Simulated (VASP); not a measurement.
# InP (F-43m) in VASP: notebook, part 2 of 3

VASP 6.6.1.

## (3) G0W0 quasiparticle levels, PBE

Contents of POSCAR:

```
InP
1.0
    0.0000000000      2.9305000000      2.9305000000
    2.9305000000      0.0000000000      2.9305000000
    2.9305000000      2.9305000000      0.0000000000
In P
1 1
Direct
    0.0000000000      0.0000000000      0.0000000000
    0.7500000000      0.7500000000      0.7500000000
```

Contents of INCAR.step1:

```
SYSTEM = InP
ALGO     = Normal         ! electronic algorithm
EDIFF    = 1E-8           ! SCF threshold, eV
ENCUT    = 450            ! plane-wave cutoff, eV
GGA      = PE             ! functional
ISMEAR   = 0              ! smearing method
LASPH    = .TRUE.         ! aspherical terms in the spheres
LCHARG   = .FALSE.        ! write CHGCAR
LREAL    = .FALSE.        ! projectors in reciprocal space
LWAVE    = .TRUE.         ! write WAVECAR
NELM     = 80             ! most SCF steps
PREC     = Accurate       ! precision mode
SIGMA    = 0.01           ! smearing width, eV
```

Contents of INCAR.step2:

```
SYSTEM = InP
ALGO     = Exact          ! electronic algorithm
EDIFF    = 1E-8           ! SCF threshold, eV
ENCUT    = 450            ! plane-wave cutoff, eV
GGA      = PE             ! functional
ISMEAR   = 0              ! smearing method
ISTART   = 1            
LASPH    = .TRUE.         ! aspherical terms in the spheres
LCHARG   = .FALSE.        ! write CHGCAR
LOPTICS  = .TRUE.         ! frequency-dependent dielectric function
LREAL    = .FALSE.        ! projectors in reciprocal space
LWAVE    = .TRUE.         ! write WAVECAR
NBANDS   = 24             ! bands
NELM     = 1              ! most SCF steps
PREC     = Accurate       ! precision mode
SIGMA    = 0.01           ! smearing width, eV
```

Contents of INCAR.step3:

```
SYSTEM = InP
ALGO     = EVGW0          ! electronic algorithm
EDIFF    = 1E-8           ! SCF threshold, eV
ENCUT    = 450            ! plane-wave cutoff, eV
ENCUTGW  = 100            ! cutoff of the response function
GGA      = PE             ! functional
ISMEAR   = 0              ! smearing method
ISTART   = 1            
LASPH    = .TRUE.         ! aspherical terms in the spheres
LCHARG   = .FALSE.        ! write CHGCAR
LREAL    = .FALSE.        ! projectors in reciprocal space
LWAVE    = .FALSE.        ! write WAVECAR
NBANDS   = 24             ! bands
NBANDSGW = 17           
NELMGW   = 1            
NOMEGA   = 48             ! frequency points
PREC     = Accurate       ! precision mode
PRECFOCK = Fast         
SIGMA    = 0.01           ! smearing width, eV
```

Contents of KPOINTS:

```
k-points
0
G
  3 3 3
  0 0 0
```

Potentials or basis: VASP PAW PBE potentials, release 64 (In_d_GW, P_GW).

Launch:

```console
> cat potpaw_PBE.64/In_d_GW/POTCAR potpaw_PBE.64/P_GW/POTCAR > POTCAR
> cp INCAR.step1 INCAR
> mpirun -np 1 vasp_std > vasp.out
> cp INCAR.step2 INCAR
> mpirun -np 1 vasp_std > vasp.out
> cp INCAR.step3 INCAR
> mpirun -np 1 vasp_std > vasp.out
```

OUTCAR:

```text
SYSTEM = InP
   EDIFF = 1E-8
   ENCUT = 450
   ENCUTGW = 100
   GGA = PE
   ISMEAR = 0
   ISTART = 1
   LASPH = .TRUE.
   LREAL = .FALSE.
   NELMGW = 1
   PREC = Accurate
   PRECFOCK = Fast

 Found      4 irreducible k-points:

 Following reciprocal coordinates:
            Coordinates               Weight
  0.000000  0.000000  0.000000      1.000000
  0.333333  0.000000  0.000000      8.000000
  0.333333  0.333333  0.000000      6.000000
 -0.333333  0.333333  0.000000     12.000000
   k-points           NKPTS =      4   k-points in BZ     NKDIM =     27   number of bands    NBANDS=     24
   number of dos      NEDOS =    301   number of ions     NIONS =      2
   total plane-waves  NPLWV =  27000
   dimension x,y,z NGX =    30 NGY =   30 NGZ =   30
   dimension x,y,z NGXF=    60 NGYF=   60 NGZF=   60
   ions per type =               1   1
   NGX,Y,Z   is equivalent  to a cutoff of  12.03, 12.03, 12.03 a.u.
   NGXF,Y,Z  is equivalent  to a cutoff of  24.07, 24.07, 24.07 a.u.
 SYSTEM =  InP
   PREC   = accura    normal or accurate (medium, high low for compatibility)
   ISTART =      1    job   : 0-new  1-cont  2-samecut
   ICHARG =      0    charge: 1-file 2-atom 10-const
   ISPIN  =      1    spin polarized calculation?
   LNONCOLLINEAR =      F non collinear calculations
   LSORBIT =      F    spin-orbit coupling
   LASPH  =      T    aspherical Exc in radial PAW
   ENCUT  =  450.0 eV  33.07 Ry    5.75 a.u.   7.17  7.17  7.17*2*pi/ulx,y,z
   NELM   =     60;   NELMIN=  2; NELMDL=  0     # of ELM steps
   EDIFF  = 0.1E-07   stopping-criterion for ELM
   LREAL  =      F    real-space projection
   EDIFFG = 0.1E-06   stopping-criterion for IOM
   NSW    =      0    number of steps for IOM
   IBRION =     -1    ionic relax: 0-MD 1-quasi-New 2-CG
   NFREE  =      0    steps in history (QN), initial steepest desc. (CG)
   ISIF   =      0    stress and relaxation
   ISYM   =      3    0-nonsym 1-usesym 2-fastsym
   POTIM  = 0.5000    time-step for ionic-motion
   TEBEG  =    0.0;   TEEND  =   0.0 temperature during run
   PSTRESS=    0.0 pullay stress
   NELECT =      18.0000    total number of electrons
   NUPDOWN=      -1.0000    fix difference up-down
   EMIN   =  10.00;   EMAX   =-10.00  energy-range for DOS
   EFERMI =   0.00;   METHOD = LEGACY
   ISMEAR =     0;   SIGMA  =   0.01  broadening in eV -4-tet -1-fermi 0-gaus
   EFERMI_NEDOS =   21; number of points for ismear=-14 and -15
   IALGO  =     38    algorithm
   IMIX   =      4    mixing-type and parameters
     AMIX     =   0.40;   BMIX     =  1.00
     AMIX_MAG =   1.60;   BMIX_MAG =  1.00
  volume/ion in A,a.u.               =      25.17       169.83
  Fermi-wavevector in a.u.,A,eV,Ry     =   1.162021  2.195901 18.371846  1.350293
  Thomas-Fermi vector in A             =   2.298587
   LORBIT       =      0    0 simple, 1 ext, 2 COOP (PROOUT), +10 PAW based schemes
   GGA     = PE    functional components
   LHFCALC =     T    Hartree Fock is set to
   PRECFOCK=fast      Normal, Fast or Accurate (Low or Medium for compatibility)
   ENCUT4O =  -1.0   cutoff for four orbital integrals eV
   NKREDX  =     1    reduce k-point grid by
   NKREDY  =     1    reduce k-point grid by
   NKREDZ  =     1    reduce k-point grid by
   AEXX    =    1.0000 exact exchange contribution
   HFSCREEN=    0.0000 screening length (either q_TF or 0.3 A-1)
   HFSCREENC=   0.0000 screening length for correlation (either q_TF or 0.3 A-1)
   ENCUTFOCK=  -1.0 apply spherical cutoff to Coloumb kernel
   IVDW    =     0    specifies the selected vdW correction
   LEPSILON=     F    determine dielectric tensor
   LRPA    =     F    only Hartree local field effects (RPA)
   LRPAFORCE           =     F    calculate RPA forces
   ENCUTGW             = 100.0    cutoff for response function in eV
   ENCUTGWSOFT         =  80.0    soft cutoff for Coulomb kernel in GW response function in eV
   ENCUTLF             =  -1.0    cutoff for local field effects
   NELMGW              =     1    number of iterations in solving QP/BSE equation
   NELMHF              =     1    number of iterations in the inner HF iteration
   NKREDLFX            =     1    NKREDLFY  =   1   NKREDLFZ  =   1
 non-spin polarized calculation
 Gauss-broadening in eV      SIGMA  =   0.01
  energy-cutoff  :      450.00
  volume of cell :       50.33
 maximum number of plane-waves:      1113
 NGX is ok and might be reduce to    30
  NGX = 16; NGY = 16; NGZ = 16
   NGX = 15   NGY = 15   NGZ = 15
 maximum number of plane-waves:       117

 QP shifts <psi_nk| G(iteration)W_0 |psi_nk>: iteration 1
 for sc-GW calculations column KS-energies equals QP-energies in previous step
 and V_xc(KS)=  KS-energies - (<T + V_ion + V_H > + <T+V_H+V_ion>^1  + <V_x>^1)

 k-point   1 :       0.0000    0.0000    0.0000
  band No.  KS-energies  QP-energies   sigma(KS)   V_xc(KS)     V^pw_x(r,r')   Z            occupation Imag(sigma)

      1     -10.2933     -11.8466     -18.7850     -16.5967     -25.3298       0.7098       2.0000       0.4211
      2     -10.2933     -11.8466     -18.7850     -16.5967     -25.3298       0.7098       2.0000       0.4211
      3     -10.2933     -11.8466     -18.7850     -16.5967     -25.3298       0.7098       2.0000       0.4211
      4     -10.1476     -11.7289     -18.9101     -16.6813     -25.3437       0.7095       2.0000       0.3447
      5     -10.1476     -11.7289     -18.9101     -16.6813     -25.3437       0.7095       2.0000       0.3447
      6      -7.4965      -7.4032     -11.1527     -11.2915     -18.2328       0.6717       2.0000       1.3280
[... 9 lines left out ...]
     16      13.3900      14.6228      -8.6150     -10.2238      -4.5789       0.7662       0.0000      -0.3643
     17      15.1508      15.8251      -6.6803      -7.5434      -2.2265       0.7813       0.0000      -0.5744

 k-point   2 :       0.3333    0.0000    0.0000
  band No.  KS-energies  QP-energies   sigma(KS)   V_xc(KS)     V^pw_x(r,r')   Z            occupation Imag(sigma)

      1     -10.3780     -11.8404     -18.4931     -16.4123     -25.1398       0.7028       2.0000       0.4645
      2     -10.2619     -11.8221     -18.8217     -16.6269     -25.3500       0.7109       2.0000       0.4119
      3     -10.2619     -11.8221     -18.8217     -16.6269     -25.3500       0.7109       2.0000       0.4119
      4     -10.1406     -11.7232     -18.9174     -16.6925     -25.3595       0.7113       2.0000       0.3449
      5     -10.1406     -11.7232     -18.9174     -16.6925     -25.3595       0.7113       2.0000       0.3449
      6      -6.3726      -6.3164     -11.7195     -11.8032     -18.3664       0.6711       2.0000       1.0865
[... 9 lines left out ...]
     16      13.0533      14.1294      -8.2855      -9.6879      -4.1946       0.7673       0.0000      -0.3819
     17      17.8490      19.2237      -7.7179      -9.4725      -3.1524       0.7835       0.0000      -0.8434

 k-point   3 :       0.3333    0.3333    0.0000
  band No.  KS-energies  QP-energies   sigma(KS)   V_xc(KS)     V^pw_x(r,r')   Z            occupation Imag(sigma)

      1     -10.4311     -11.8721     -18.4264     -16.3704     -25.1035       0.7009       2.0000       0.4812
      2     -10.2169     -11.7854     -18.8896     -16.6866     -25.4095       0.7120       2.0000       0.4015
      3     -10.2169     -11.7854     -18.8896     -16.6866     -25.4095       0.7120       2.0000       0.4015
      4     -10.1839     -11.7521     -18.8320     -16.6154     -25.2746       0.7075       2.0000       0.3531
      5     -10.1216     -11.7059     -18.9339     -16.7115     -25.3767       0.7129       2.0000       0.3398
      6      -5.9901      -5.9378     -11.8084     -11.8862     -18.3062       0.6723       2.0000       1.0201
[... 9 lines left out ...]
     16      17.3369      18.4684      -7.2073      -8.6493      -2.7486       0.7846       0.0000      -0.6999
     17      18.1419      19.6231      -8.5821     -10.4773      -3.7866       0.7816       0.0000      -0.9576

 k-point   4 :      -0.3333    0.3333    0.0000
  band No.  KS-energies  QP-energies   sigma(KS)   V_xc(KS)     V^pw_x(r,r')   Z            occupation Imag(sigma)

      1     -10.4273     -11.8468     -18.3872     -16.3602     -25.0946       0.7003       2.0000       0.4910
      2     -10.2338     -11.7984     -18.8512     -16.6457     -25.3601       0.7094       2.0000       0.3936
      3     -10.2152     -11.7848     -18.8883     -16.6896     -25.4093       0.7139       2.0000       0.4035
      4     -10.1613     -11.7353     -18.8785     -16.6576     -25.3237       0.7087       2.0000       0.3477
      5     -10.1358     -11.7175     -18.9121     -16.6908     -25.3551       0.7120       2.0000       0.3421
      6      -5.2478      -5.1912     -12.3378     -12.4209     -18.6366       0.6817       2.0000       0.8982
[... 9 lines left out ...]
     16      17.1145      18.3075      -7.5941      -9.1332      -3.0451       0.7751       0.0000      -0.6762
     17      17.9822      19.3058      -7.8917      -9.6032      -3.1822       0.7733       0.0000      -0.8352
```

It took 63 s on 1 thread of AMD EPYC 7R13 (Zen 3), shared host; peak memory 0.29 GiB.

The run converged, but some of its settings lie outside the range that counts as converged, so its numbers aren't taken as properties of the crystal.

Results:

```
Band gap on the k mesh, mean-field level : 0.67 eV, direct
Quasiparticle gap                        : 1.39 eV
Least direct quasiparticle gap           : 1.39 eV
```

Caveat: the k mesh is coarse (spacing up to 0.62 Å⁻¹), so the values aren't converged; bands, screening cutoff and mesh are small and nothing is extrapolated, so the quasiparticle values aren't converged; spin-orbit coupling is left out, which moves the levels of the heavy elements.

## (4) G0W0 quasiparticle levels, PBE

POSCAR is that of step 3.

INCAR.step1 is that of step 3.

Changes to INCAR.step2 since step 3:

```diff
@@ -12,3 +12,3 @@
 LWAVE    = .TRUE.         ! write WAVECAR
-NBANDS   = 24             ! bands
+NBANDS   = 39             ! bands
 NELM     = 1              ! most SCF steps
```

Changes to INCAR.step3 since step 3:

```diff
@@ -12,3 +12,3 @@
 LWAVE    = .FALSE.        ! write WAVECAR
-NBANDS   = 24             ! bands
+NBANDS   = 39             ! bands
 NBANDSGW = 17
```

KPOINTS is that of step 3.

Potentials or basis: VASP PAW PBE potentials, release 64 (In_d_GW, P_GW).

Launch:

```console
> cat potpaw_PBE.64/In_d_GW/POTCAR potpaw_PBE.64/P_GW/POTCAR > POTCAR
> cp INCAR.step1 INCAR
> mpirun -np 1 vasp_std > vasp.out
> cp INCAR.step2 INCAR
> mpirun -np 1 vasp_std > vasp.out
> cp INCAR.step3 INCAR
> mpirun -np 1 vasp_std > vasp.out
```

OUTCAR:

```text
SYSTEM = InP
   EDIFF = 1E-8
   ENCUT = 450
   ENCUTGW = 100
   GGA = PE
   ISMEAR = 0
   ISTART = 1
   LASPH = .TRUE.
   LREAL = .FALSE.
   NELMGW = 1
   PREC = Accurate
   PRECFOCK = Fast

 Found      4 irreducible k-points:

 Following reciprocal coordinates:
            Coordinates               Weight
  0.000000  0.000000  0.000000      1.000000
  0.333333  0.000000  0.000000      8.000000
  0.333333  0.333333  0.000000      6.000000
 -0.333333  0.333333  0.000000     12.000000
[... 59 lines left out ...]
   ENCUTGWSOFT         =  80.0    soft cutoff for Coulomb kernel in GW response function in eV
   ENCUTLF             =  -1.0    cutoff for local field effects
   NELMGW              =     1    number of iterations in solving QP/BSE equation
   NELMHF              =     1    number of iterations in the inner HF iteration
   NKREDLFX            =     1    NKREDLFY  =   1   NKREDLFZ  =   1
 non-spin polarized calculation
 Gauss-broadening in eV      SIGMA  =   0.01
  energy-cutoff  :      450.00
  volume of cell :       50.33
 maximum number of plane-waves:      1113
 NGX is ok and might be reduce to    30
  NGX = 16; NGY = 16; NGZ = 16
   NGX = 15   NGY = 15   NGZ = 15
 maximum number of plane-waves:       117

 QP shifts <psi_nk| G(iteration)W_0 |psi_nk>: iteration 1
 for sc-GW calculations column KS-energies equals QP-energies in previous step
 and V_xc(KS)=  KS-energies - (<T + V_ion + V_H > + <T+V_H+V_ion>^1  + <V_x>^1)

 k-point   1 :       0.0000    0.0000    0.0000
  band No.  KS-energies  QP-energies   sigma(KS)   V_xc(KS)     V^pw_x(r,r')   Z            occupation Imag(sigma)

      1     -10.2933     -11.7741     -18.6732     -16.5967     -25.3298       0.7131       2.0000       0.2823
      2     -10.2933     -11.7741     -18.6732     -16.5967     -25.3298       0.7131       2.0000       0.2823
      3     -10.2933     -11.7741     -18.6732     -16.5967     -25.3298       0.7131       2.0000       0.2823
      4     -10.1476     -11.6546     -18.7997     -16.6813     -25.3437       0.7114       2.0000       0.2085
      5     -10.1476     -11.6546     -18.7997     -16.6813     -25.3437       0.7114       2.0000       0.2085
      6      -7.4965      -7.5688     -11.3993     -11.2915     -18.2328       0.6709       2.0000       1.0973
[... 59 lines left out ...]
      3     -10.2152     -11.7097     -18.7795     -16.6896     -25.4093       0.7151       2.0000       0.2668
      4     -10.1613     -11.6637     -18.7726     -16.6576     -25.3237       0.7103       2.0000       0.2113
      5     -10.1358     -11.6419     -18.8045     -16.6908     -25.3551       0.7126       2.0000       0.2065
      6      -5.2478      -5.3328     -12.5476     -12.4209     -18.6366       0.6712       2.0000       0.7298
[... 9 lines left out ...]
     16      17.1145      17.6539      -8.4144      -9.1332      -3.0451       0.7505       0.0000      -0.5799
     17      17.9822      18.6013      -8.7692      -9.6032      -3.1822       0.7423       0.0000      -0.7268
```

Run time: 66 s. Hardware: 1 thread of AMD EPYC 7R13 (Zen 3), shared host; peak memory 0.29 GiB.

These settings aren't checked as converged: the numbers below hold their error.

Results:

| Property | Result |
| --- | --- |
| Band gap on the k mesh, mean-field level | 0.67 eV, direct |
| Quasiparticle gap | 1.23 eV |
| Least direct quasiparticle gap | 1.23 eV |

Caveat: the k mesh is coarse (spacing up to 0.62 Å⁻¹), so the values aren't converged; bands, screening cutoff and mesh are small and nothing is extrapolated, so the quasiparticle values aren't converged; spin-orbit coupling is left out, which moves the levels of the heavy elements.

(Part 2 of 3 ends here.)
